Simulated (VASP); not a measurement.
Write the native input for VASP 6.6.1 that does the following.

| Property | Result |
| --- | --- |
| Task | relaxation of shape and atoms at fixed volume |
| Functional | LDA |
| Potentials or basis | VASP PAW LDA potentials, release 64 (Te) |
| Cutoff | 600 eV |
| k mesh | 9 × 9 × 6 |
| Occupations | gaussian, width 0.03 eV |
| Spin | no spin polarisation |
| Further INCAR settings | ALGO = Normal; EDIFF = 1e-07; IBRION = 2; EDIFFG = -0.01; NSW = 40; ISIF = 4 |

The structure of Te lies in POSCAR:

```
Te                                      
1.0
    4.1886660522     -0.0000000000      0.0000000000
   -2.0943330261      3.6274912092      0.0000000000
    0.0000000000      0.0000000000      5.8166499068
  Te            
     3
Direct
     0.2869691410427617    1.0000000000000000    0.3333333332999970
     0.0000000000000000    0.2869691410427688    0.6666666667000030
     0.7130308589572313    0.7130308589572313    0.0000000000000000
```

The cell isn't the ideal one: a relaxed cell with its volume scaled by 0.94.

These files were run (other wordings do the same):

INCAR

```
PREC = Accurate
ENCUT = 600
EDIFF = 1E-7
ISMEAR = 0
SIGMA = 0.03
LREAL = F
LASPH = T
NELM = 80
ALGO = Normal
ISIF = 4
LWAVE = F
LCHARG = F
IBRION = 2
NSW = 40
EDIFFG = -0.01
```

KPOINTS

```
Automatic mesh
0
Gamma
  9 9 6
```

Potentials or basis: VASP PAW LDA potentials, release 64 (Te).

Command:

```console
$ cat potpaw_LDA.64/Te/POTCAR > POTCAR
$ mpirun -np 1 vasp_std > vasp.out
```

It gave:

```yaml
Energy_gained_by_relaxing: 7.7 meV/atom
Ionic_steps: 6
Pressure_after_relaxing: 2.9 GPa
Largest_force_after_relaxing: 0.006 eV/Å
Band_gap_on_the_k_mesh: none (metal or under the smearing width)
```

Wall time 3.2 min on 1 thread of Intel(R) Xeon(R) Platinum 8559C (Emerald Rapids) (shared host), peak memory 0.24 GiB.
